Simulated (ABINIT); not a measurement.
Crystal: PbO2.

```
CELL_PARAMETERS angstrom
0.00000 2.70199 2.70199
2.70199 0.00000 2.70199
2.70199 2.70199 0.00000
ATOMIC_POSITIONS crystal
Pb 0.00000 0.00000 0.00000
O 0.75000 0.75000 0.75000
O 0.25000 0.25000 0.25000
```

The cell comes from a database or a generator and needn't be the stable form of this composition.

* Program: ABINIT 10.8.3 (patched build)
* Task: single point
* Functional: LDA
* Potentials or basis: PseudoDojo NC SR LDA v0.4.1 standard
* Cutoff: 952 eV
* k mesh: 7 × 7 × 7
* Occupations: fermi-dirac, width 0.05 eV
* Spin: no spin polarisation

On this cell: largest force zero by symmetry; band gap on the k mesh none (metal or under the smearing width).

The same run follows on a disturbed copy (cell strained at random):

```
Pb O
1.0
    -0.01788    2.66258    2.75392
     2.63017    0.02270    2.71334
     2.70735    2.69917   -0.05447
Pb O
1 2
Direct
  0.00000 0.00000 0.00000
  0.75000 0.75000 0.75000
  0.25000 0.25000 0.25000
```

Question: What does the disturbed cell give?

Answer: The energy (extrapolated to zero smearing) moves by +7.0 meV/atom; largest force 0.043 eV/Å; band gap on the k mesh none (metal or under the smearing width).

Forces on the atoms (eV/Å):
```
Pb   0.000  0.000  0.000
O   -0.001 -0.043 -0.005
O    0.001  0.043  0.005
```
